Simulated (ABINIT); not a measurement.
A run of ABINIT 10.8.3 (patched build) is set up as follows.

run.abi

```
# Pseudopotentials
pp_dirpath "./"
pseudos "Ag.GGA_PBE-JTH.xml"

# Structure
acell 3*1.0 Angstrom
rprim
     2.9300000000     0.0000000000     0.0000000000
    -1.4650000000     2.5374544331     0.0000000000
     0.0000000000     0.0000000000     4.7900000000
ntypat 1
znucl 47
natom 2
typat 1 1
xred
     0.6666666667     0.3333333333     0.7500000000
     0.3333333333     0.6666666667     0.2500000000

# Plane-wave basis
ecut 20.0
pawecutdg 40.0

# k points
kptopt 1
ngkpt 10 10 6
nshiftk 1
shiftk 0.0 0.0 0.0

# Exchange and correlation
ixc -497498
usekden 1
pawxcdev 0

# Bands and occupations
nband 15
occopt 3
tsmear 0.05 eV

# SCF cycle
nstep 100
tolvrs 1.0e-7

# Output
iomode 3
prtwf 0
prtden 0
prteig 0
prtebands 0
enunit 1
```

Potentials or basis: JTH PAW PBE v2.0.

Run with:

```sh
$ abinit run.abi > log 2>&1
```

Problem. Estimate the band gap on the k mesh.

Solution. None (metal or under the smearing width).

Problem. Predict the pressure.

Solution. -2.6 GPa.

Stress tensor (GPa, compression positive):
```
-2.32  0.00  0.00
 0.00 -2.32  0.00
 0.00  0.00 -3.07
```

Caveat: the PAW data sets were made with another functional, which shifts forces and pressure a little.
